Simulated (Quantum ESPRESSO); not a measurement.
# GaAs (F-43m) in Quantum ESPRESSO: equation of state

How stiff is GaAs in PBE, and what volume does it want? The cell is scaled to several volumes.

Everything below comes from runs of Quantum ESPRESSO 7.5. Logs are shortened: lines on timing, memory, paths and dates and some standing lists are left out, and cuts for length are marked.

### 1 The structure

Symmetry: F-43m, No. 216, cubic system. Conventional cell: a = 5.654 Å, b = 5.654 Å, c = 5.654 Å, α = 90.00°, β = 90.00°, γ = 90.00°. Around As (site symmetry -43m) lie 4 Ga at 2.45 Å. Around Ga (site symmetry -43m) lie 4 As at 2.45 Å.

### 2 Single point, PBE, 21.23 Å³/atom

The input, pw.in:

```
&CONTROL
  calculation = 'scf'
  prefix = 'pwscf'
  outdir = './tmp'
  pseudo_dir = './pseudo'
  tprnfor = .true.
  tstress = .true.
  disk_io = 'nowf'
/
&SYSTEM
  ibrav = 0
  nat = 2
  ntyp = 2
  ecutwfc = 70
  ecutrho = 560
  nbnd = 15
  occupations = 'smearing'
  smearing = 'fd'
  degauss = 0.00367493
/
&ELECTRONS
  conv_thr = 4d-10
  electron_maxstep = 120
  mixing_beta = 0.5
/
ATOMIC_SPECIES
As    74.9216 As.pbe-n-rrkjus_psl.0.2.UPF
Ga    69.7230 Ga.pbe-dn-kjpaw_psl.1.0.0.UPF
CELL_PARAMETERS angstrom
   0.0000000000    2.7691429914    2.7691429914
   2.7691429914    0.0000000000    2.7691429914
   2.7691429914    2.7691429914    0.0000000000
ATOMIC_POSITIONS crystal
As     0.7500000000    0.7500000000    0.7500000000
Ga     0.0000000000    0.0000000000    0.0000000000
K_POINTS automatic
8 8 8 0 0 0
```

Potentials or basis: SSSP 1.3 efficiency PBE.

Command:

```console
$ OMP_NUM_THREADS=1 pw.x -in pw.in > pw.out
```

pw.out:

```text
This program is part of the open-source Quantum ESPRESSO suite
     for quantum simulation of materials; please cite
         "P. Giannozzi et al., J. Phys.:Condens. Matter 21 395502 (2009);
         "P. Giannozzi et al., J. Phys.:Condens. Matter 29 465901 (2017);
         "P. Giannozzi et al., J. Chem. Phys. 152 154105 (2020);
     in publications or presentations arising from this work. More details at

     file Ga.pbe-dn-kjpaw_psl.1.0.0.UPF: wavefunction(s)  4S renormalized
     Message from routine setup:
     using ibrav=0 with symmetry is DISCOURAGED, use correct ibrav instead

     G-vector sticks info
     --------------------
     sticks:   dense  smooth     PW     G-vecs:    dense   smooth      PW
     Sum        2107    1057    313                64071    22659    3695

     Using Slab Decomposition

     bravais-lattice index     =            0
     lattice parameter (alat)  =       7.4005  a.u.
     unit-cell volume          =     286.5911 (a.u.)^3
     number of atoms/cell      =            2
     number of atomic types    =            2
     number of electrons       =        18.00
     number of Kohn-Sham states=           15
     kinetic-energy cutoff     =      70.0000  Ry
     charge density cutoff     =     560.0000  Ry
     scf convergence threshold =      4.0E-10
     mixing beta               =       0.5000
     number of iterations used =            8  plain     mixing
     Exchange-correlation= SLA  PW   PBX  PBC
                           (   1   4   3   4   0   0   0)

     celldm(1)=   7.400469  celldm(2)=   0.000000  celldm(3)=   0.000000
     celldm(4)=   0.000000  celldm(5)=   0.000000  celldm(6)=   0.000000

     crystal axes: (cart. coord. in units of alat)
               a(1) = (   0.000000   0.707107   0.707107 )
               a(2) = (   0.707107   0.000000   0.707107 )
               a(3) = (   0.707107   0.707107   0.000000 )

     reciprocal axes: (cart. coord. in units 2 pi/alat)
               b(1) = ( -0.707107  0.707107  0.707107 )
               b(2) = (  0.707107 -0.707107  0.707107 )
               b(3) = (  0.707107  0.707107 -0.707107 )

     PseudoPot. # 1 for As read from file:
     As.pbe-n-rrkjus_psl.0.2.UPF
     Pseudo is Ultrasoft + core correction, Zval =  5.0
     Generated using "atomic" code by A. Dal Corso  v.5.0.99 svn rev. 10869
     Using radial grid of 1209 points,  4 beta functions with:
                l(1) =   0
                l(2) =   0
                l(3) =   1
                l(4) =   1
     Q(r) pseudized with 0 coefficients

     PseudoPot. # 2 for Ga read from file:
     Ga.pbe-dn-kjpaw_psl.1.0.0.UPF
     Pseudo is Projector augmented-wave + core cor, Zval = 13.0
     Generated using "atomic" code by A. Dal Corso  v.5.1
     Shape of augmentation charge: PSQ
     Using radial grid of 1205 points,  6 beta functions with:
                l(1) =   0
                l(2) =   0
                l(3) =   1
                l(4) =   1
                l(5) =   2
                l(6) =   2
     Q(r) pseudized with 0 coefficients

     atomic species   valence    mass     pseudopotential
     As                5.00    74.92160     As( 1.00)
     Ga               13.00    69.72300     Ga( 1.00)

     24 Sym. Ops. (no inversion) found

   Cartesian axes

     site n.     atom                  positions (alat units)
         1        As     tau(   1) = (   1.0606602   1.0606602   1.0606602  )
         2        Ga     tau(   2) = (   0.0000000   0.0000000   0.0000000  )

     number of k points=    29  Fermi-Dirac smearing, width (Ry)=  0.0037
                       cart. coord. in units 2pi/alat
        k(    1) = (   0.0000000   0.0000000   0.0000000), wk =   0.0039062
        k(    2) = (   0.0883883   0.0883883  -0.0883883), wk =   0.0312500
        k(    3) = (   0.1767767   0.1767767  -0.1767767), wk =   0.0312500
        k(    4) = (   0.2651650   0.2651650  -0.2651650), wk =   0.0312500
        k(    5) = (  -0.3535534  -0.3535534   0.3535534), wk =   0.0156250
        k(    6) = (   0.1767767   0.0000000   0.0000000), wk =   0.0234375
[... 21 lines left out ...]
        k(   28) = (  -0.7071068   0.1767767  -0.0000000), wk =   0.0468750
        k(   29) = (  -0.7071068   0.3535534   0.0000000), wk =   0.0234375

     Dense  grid:    64071 G-vectors     FFT dimensions: (  60,  60,  60)

     Smooth grid:    22659 G-vectors     FFT dimensions: (  40,  40,  40)

     Initial potential from superposition of free atoms

     starting charge      17.9968, renormalised to      18.0000
     Starting wfcs are   13 randomized atomic wfcs +    2 random wfcs

     Self-consistent Calculation

     iteration #  1     ecut=    70.00 Ry     beta= 0.50
     Davidson diagonalization with overlap
     ethr =  1.00E-02,  avg # of iterations =  5.9

     Threshold (ethr) on eigenvalues was too large:
     Diagonalizing with lowered threshold

     Davidson diagonalization with overlap
     ethr =  2.50E-04,  avg # of iterations =  6.9

     total energy              =    -296.15804183 Ry
     estimated scf accuracy    <       0.05138649 Ry

     iteration #  2     ecut=    70.00 Ry     beta= 0.50
     Davidson diagonalization with overlap
     ethr =  2.85E-04,  avg # of iterations =  2.0
[... 11 lines left out ...]
     iteration #  4     ecut=    70.00 Ry     beta= 0.50
     Davidson diagonalization with overlap
     ethr =  1.40E-05,  avg # of iterations =  2.9

     total energy              =    -296.16799567 Ry
     estimated scf accuracy    <       0.00042018 Ry

     iteration #  5     ecut=    70.00 Ry     beta= 0.50
     Davidson diagonalization with overlap
     c_bands:  1 eigenvalues not converged
     c_bands:  1 eigenvalues not converged
     ethr =  2.33E-06,  avg # of iterations =  6.8

     total energy              =    -296.16813804 Ry
     estimated scf accuracy    <       0.00006817 Ry

     iteration #  6     ecut=    70.00 Ry     beta= 0.50
     Davidson diagonalization with overlap
     ethr =  3.79E-07,  avg # of iterations =  3.9

     total energy              =    -296.16815477 Ry
     estimated scf accuracy    <       0.00000041 Ry
[... 33 lines left out ...]
     total energy              =    -296.16815871 Ry
     estimated scf accuracy    <          2.0E-09 Ry

     iteration # 12     ecut=    70.00 Ry     beta= 0.50
     Davidson diagonalization with overlap
     ethr =  1.09E-11,  avg # of iterations =  5.0

     End of self-consistent calculation

          k = 0.0000 0.0000 0.0000 (  2741 PWs)   bands (ev):

    -7.4210  -7.4210  -7.4210  -7.3268  -7.3268  -5.6978   7.4902   7.4902
     7.4902   8.5022  11.2352  11.2352  11.2352  15.3823  17.8110

          k = 0.0884 0.0884-0.0884 (  2809 PWs)   bands (ev):

    -7.4396  -7.4167  -7.4167  -7.3269  -7.3269  -5.4973   5.5464   7.2290
     7.2290   9.4043  11.6156  11.6156  11.8275  16.3553  16.8947

          k = 0.1768 0.1768-0.1768 (  2842 PWs)   bands (ev):
[... 6 lines left out ...]
    -7.5107  -7.3999  -7.3999  -7.3230  -7.3230  -4.1804   1.3285   6.3843
     6.3843   8.7988  12.2092  12.2092  15.3542  16.8572  17.9520

          k =-0.3536-0.3536 0.3536 (  2824 PWs)   bands (ev):

    -7.5230  -7.3976  -7.3976  -7.3210  -7.3210  -3.7360   0.4978   6.2538
     6.2538   8.6685  12.1384  12.1384  15.3672  18.4238  19.8092

          k = 0.1768 0.0000 0.0000 (  2806 PWs)   bands (ev):

    -7.4492  -7.4125  -7.4125  -7.3306  -7.3242  -5.4310   5.5767   6.7623
     6.7623  10.1857  10.6241  12.2876  12.2876  15.5946  16.7428

          k = 0.2652 0.0884-0.0884 (  2827 PWs)   bands (ev):

    -7.4793  -7.4045  -7.4026  -7.3335  -7.3219  -4.9909   3.8003   6.2328
     6.2333  10.1974  11.0738  13.0746  13.1576  15.5358  17.9389

          k = 0.3536 0.1768-0.1768 (  2821 PWs)   bands (ev):
[... 11 lines left out ...]
    -7.5206  -7.3953  -7.3939  -7.3246  -7.3233  -3.8168   0.9646   4.9885
     6.2075   9.7875  12.0634  12.6009  15.5523  17.4518  17.5044

          k =-0.0884-0.2652 0.2652 (  2840 PWs)   bands (ev):

    -7.4974  -7.4016  -7.3992  -7.3292  -7.3234  -4.5388   2.4890   5.2147
     6.7073  10.0372  12.3057  12.3227  13.8526  15.8958  17.5579

          k = 0.0000-0.1768 0.1768 (  2834 PWs)   bands (ev):

    -7.4645  -7.4117  -7.4075  -7.3295  -7.3248  -5.1770   4.3241   5.9920
     7.1879  10.0952  11.6598  11.7468  13.0758  15.8221  16.9289

          k = 0.3536 0.0000 0.0000 (  2826 PWs)   bands (ev):

    -7.5022  -7.3913  -7.3913  -7.3418  -7.3180  -4.6841   3.3596   5.6460
     5.6460   9.4178  10.9229  14.3491  14.3491  15.2068  18.8865

          k = 0.4419 0.0884-0.0884 (  2831 PWs)   bands (ev):

    -7.5245  -7.3836  -7.3812  -7.3449  -7.3155  -4.0825   2.0812   4.8693
     5.2927   9.5684  10.9121  14.1575  14.9490  17.4592  19.6749

          k =-0.1768-0.5303 0.5303 (  2843 PWs)   bands (ev):

    -7.5353  -7.3842  -7.3773  -7.3403  -7.3168  -3.4260   0.9600   3.9962
     5.2760   9.6807  12.3945  13.9081  14.6473  18.3280  19.9336

          k =-0.0884-0.4419 0.4419 (  2835 PWs)   bands (ev):

    -7.5325  -7.3880  -7.3802  -7.3324  -7.3229  -3.3154   0.8111   3.5475
     5.5970   9.9320  13.1816  14.1068  15.1407  16.3641  17.4529

          k = 0.0000-0.3536 0.3536 (  2840 PWs)   bands (ev):

    -7.5182  -7.3927  -7.3897  -7.3286  -7.3259  -3.8915   1.6519   3.8422
     6.1631  10.3559  13.2949  13.3037  13.5580  15.9779  18.2561

          k = 0.5303-0.0000 0.0000 (  2830 PWs)   bands (ev):

    -7.5434  -7.3692  -7.3692  -7.3544  -7.3118  -3.6226   1.3900   4.8638
     4.8638   8.8521   9.7531  16.6316  16.6316  17.4082  20.1782

          k =-0.0884-0.6187 0.6187 (  2840 PWs)   bands (ev):

    -7.5509  -7.3689  -7.3646  -7.3529  -7.3120  -3.0992   0.6792   4.1083
     4.7728   9.1098  10.1564  16.4027  16.8584  18.7895  20.3872

          k = 0.0000-0.5303 0.5303 (  2854 PWs)   bands (ev):

    -7.5450  -7.3777  -7.3684  -7.3441  -7.3173  -2.9501   0.5772   3.2960
     5.0409   9.3979  12.2652  15.8276  15.8644  16.5272  18.2927

          k =-0.7071 0.0000 0.0000 (  2874 PWs)   bands (ev):

    -7.5584  -7.3599  -7.3599  -7.3599  -7.3093  -2.9156   0.3716   4.5899
     4.5899   8.8222   9.0901  18.2138  18.2138  19.0816  21.3149

          k = 0.3536 0.1768 0.0000 (  2835 PWs)   bands (ev):

    -7.5047  -7.3958  -7.3923  -7.3369  -7.3196  -4.4687   2.6973   4.8807
     6.0787  10.6497  11.2162  12.8761  14.0488  16.2073  18.7810

          k =-0.2652-0.4419 0.6187 (  2835 PWs)   bands (ev):

    -7.5244  -7.3915  -7.3841  -7.3350  -7.3198  -3.7640   1.3718   4.1971
     5.5999  10.7590  11.7511  13.1403  14.6300  17.3335  18.7273

          k =-0.1768-0.3536 0.5303 (  2838 PWs)   bands (ev):
[... 6 lines left out ...]
    -7.5387  -7.3789  -7.3722  -7.3465  -7.3150  -3.4896   1.2352   4.1888
     4.7930  10.1221  10.7578  13.9865  16.5545  17.9304  19.8033

          k =-0.0884-0.4419 0.6187 (  2838 PWs)   bands (ev):

    -7.5417  -7.3821  -7.3694  -7.3413  -7.3188  -3.0293   0.6875   3.5162
     4.6000  10.5216  12.3695  13.5449  15.6427  17.3076  20.1850

          k = 0.0000-0.3536 0.5303 (  2834 PWs)   bands (ev):

    -7.5358  -7.3870  -7.3735  -7.3362  -7.3221  -3.1902   0.8743   3.3607
     4.9714  10.9324  12.8702  13.1072  15.4839  16.5409  18.2571

          k =-0.7071 0.1768-0.0000 (  2842 PWs)   bands (ev):

    -7.5512  -7.3708  -7.3651  -7.3492  -7.3138  -2.8783   0.4694   4.0824
     4.1729  10.0009  10.2833  15.9955  16.1930  19.0756  20.2680

          k =-0.7071 0.3536 0.0000 (  2832 PWs)   bands (ev):

    -7.5431  -7.3827  -7.3665  -7.3400  -7.3207  -2.8400   0.5816   3.6534
     3.8409  12.2424  12.4102  13.1354  13.5660  19.1403  20.2346

     the Fermi energy is     8.0205 ev

!    total energy              =    -296.16815871 Ry
     estimated scf accuracy    <          2.2E-10 Ry
     smearing contrib. (-TS)   =      -0.00000003 Ry
     internal energy E=F+TS    =    -296.16815868 Ry

     The total energy is F=E-TS. E is the sum of the following terms:
     one-electron contribution =    -116.53697235 Ry
     hartree contribution      =      74.13694023 Ry
     xc contribution           =     -47.51181890 Ry
     ewald contribution        =     -94.94838126 Ry
     one-center paw contrib.   =    -111.30792641 Ry

     convergence has been achieved in  12 iterations

     Forces acting on atoms (cartesian axes, Ry/au):

     atom    1 type  1   force =    -0.00000000   -0.00000000    0.00000000
     atom    2 type  2   force =    -0.00000000    0.00000000    0.00000000

     Total force =     0.000000     Total SCF correction =     0.000000

     Computing stress (Cartesian axis) and pressure

          total   stress  (Ry/bohr**3)                   (kbar)     P=       87.70
   0.00059617   0.00000000   0.00000000           87.70        0.00        0.00
   0.00000000   0.00059617   0.00000000            0.00       87.70        0.00
   0.00000000   0.00000000   0.00059617            0.00        0.00       87.70

=------------------------------------------------------------------------------=
   JOB DONE.
=------------------------------------------------------------------------------=
```

Run time: 43 s. Hardware: 1 thread of Arm Neoverse V1, shared host; peak memory 0.27 GiB.

Results:

```yaml
Free_energy: -4029.5731 eV
Pressure: 8.8 GPa
Band_gap_on_the_k_mesh: 1.01 eV, direct
```

### 3 Single point, PBE, 21.69 Å³/atom

Edit pw.in of step 2 so:

```diff
@@ -29,5 +29,5 @@
 CELL_PARAMETERS angstrom
-   0.0000000000    2.7691429914    2.7691429914
-   2.7691429914    0.0000000000    2.7691429914
-   2.7691429914    2.7691429914    0.0000000000
+   0.0000000000    2.7886446409    2.7886446409
+   2.7886446409    0.0000000000    2.7886446409
+   2.7886446409    2.7886446409    0.0000000000
 ATOMIC_POSITIONS crystal
```

Potentials or basis: SSSP 1.3 efficiency PBE.

Command:

```console
$ OMP_NUM_THREADS=1 pw.x -in pw.in > pw.out
```

Run time: 45 s. Hardware: 1 thread of Arm Neoverse V1, shared host; peak memory 0.28 GiB.

Results (log left out):

| Item | Value |
| --- | --- |
| Free energy | -4029.6175 eV |
| Pressure | 6.8 GPa |
| Band gap on the k mesh | 0.85 eV, direct |

### 4 Single point, PBE, 22.14 Å³/atom

Edit pw.in of step 3 so:

```diff
@@ -29,5 +29,5 @@
 CELL_PARAMETERS angstrom
-   0.0000000000    2.7886446409    2.7886446409
-   2.7886446409    0.0000000000    2.7886446409
-   2.7886446409    2.7886446409    0.0000000000
+   0.0000000000    2.8078772807    2.8078772807
+   2.8078772807    0.0000000000    2.8078772807
+   2.8078772807    2.8078772807    0.0000000000
 ATOMIC_POSITIONS crystal
```

Command:

```console
$ OMP_NUM_THREADS=1 pw.x -in pw.in > pw.out
```

It took 45 s on 1 thread of Arm Neoverse V1, shared host; peak memory 0.29 GiB.

It converged, with:

```yaml
Free_energy: -4029.6511 eV
Pressure: 4.9 GPa
Band_gap_on_the_k_mesh: 0.69 eV, direct
```

### 5 Single point, PBE, 22.59 Å³/atom

Edit pw.in of step 4 so:

```diff
@@ -29,5 +29,5 @@
 CELL_PARAMETERS angstrom
-   0.0000000000    2.8078772807    2.8078772807
-   2.8078772807    0.0000000000    2.8078772807
-   2.8078772807    2.8078772807    0.0000000000
+   0.0000000000    2.8268500000    2.8268500000
+   2.8268500000    0.0000000000    2.8268500000
+   2.8268500000    2.8268500000    0.0000000000
 ATOMIC_POSITIONS crystal
```

Command:

```console
$ OMP_NUM_THREADS=1 pw.x -in pw.in > pw.out
```

It took 57 s on 1 thread of Arm Neoverse V1, shared host; peak memory 0.29 GiB.

The run converged. Its results:

```
Free energy            : -4029.6750 eV
Pressure               : 3.3 GPa
Band gap on the k mesh : 0.53 eV, direct
```

### 6 Single point, PBE, 23.04 Å³/atom

Edit pw.in of step 5 so:

```diff
@@ -29,5 +29,5 @@
 CELL_PARAMETERS angstrom
-   0.0000000000    2.8268500000    2.8268500000
-   2.8268500000    0.0000000000    2.8268500000
-   2.8268500000    2.8268500000    0.0000000000
+   0.0000000000    2.8455714065    2.8455714065
+   2.8455714065    0.0000000000    2.8455714065
+   2.8455714065    2.8455714065    0.0000000000
 ATOMIC_POSITIONS crystal
```

Potentials or basis: SSSP 1.3 efficiency PBE.

Command:

```console
$ OMP_NUM_THREADS=1 pw.x -in pw.in > pw.out
```

Wall time 64 s (1 thread of Arm Neoverse V1, shared host); peak memory 0.3 GiB.

The run converged. Its results:

| Item | Value |
| --- | --- |
| Free energy | -4029.6903 eV |
| Pressure | 1.9 GPa |
| Band gap on the k mesh | 0.39 eV, direct |

[end of part 1 of 2]
